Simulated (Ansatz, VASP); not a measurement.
## One calculation of Zn, two programs

File INCAR:

```
PREC = Accurate ; ENCUT = 520
EDIFF = 1E-8 ; ISMEAR = -1
SIGMA = 0.05 ; LREAL = F
LASPH = T ; NELM = 80
ALGO = Normal ; ISIF = 2
LWAVE = F ; LCHARG = F
GGA = PE ; LEFG = T
NBANDS = 12
```

KPOINTS

```
regular mesh
0
Gamma
  17 17 17
```

Contents of POSCAR:

```
Zn
1.0
   -1.5971151817      1.5971151817      1.5971151817
    1.5971151817     -1.5971151817      1.5971151817
    1.5971151817      1.5971151817     -1.5971151817
Zn
1
Direct
    0.0000000000      0.0000000000      0.0000000000
```

Input for Ansatz:

```yaml
crystal:
  lattice:
    - [-1.5971151817, 1.5971151817, 1.5971151817]
    - [1.5971151817, -1.5971151817, 1.5971151817]
    - [1.5971151817, 1.5971151817, -1.5971151817]
  atoms:
    - { symbol: Zn, position: [0.0, 0.0, 0.0] }
kpoints:
  mp_grid: { grid: [17, 17, 17] }
scf:
  occupations: { method: fermi_dirac, width: 0.05 }
hamiltonian:
  xc: pbe
  pseudopotentials: { kind: all_electron, datasets: crystal }
output:
  forces: true
  stress: true
  eigenvalues: true
  efg: { contact_densities: true }
```

Change from the starting cell: volume scaled by 1.06, crystal datasets.

Alike in both runs: task electric field gradients; functional PBE; k mesh 17 × 17 × 17; occupations fermi-dirac, width 0.05 eV; no spin polarisation.

|  | VASP | Ansatz |
| --- | --- | --- |
| version | VASP 6.6.1 | Ansatz 0.2.0 |
| potentials or method | VASP PAW PBE potentials, release 64 (Zn) | all-electron PAW with datasets made for the crystal, scalar-relativistic |
| plane-wave cutoff (eV) | 520 | see its input |

VASP gave:

```
pressure (GPa)                                                 : -3.0
Vzz of the field gradient on the site that differs most (V/Å²) : 0.0
```

Q: What did Ansatz give for the same quantities?

A: Pressure (GPa): -3.2; Vzz of the field gradient on the site that differs most (V/Å²): 0.0.

Ansatz ran all-electron here, so the differences hold the error of VASP's frozen core and of both bases.
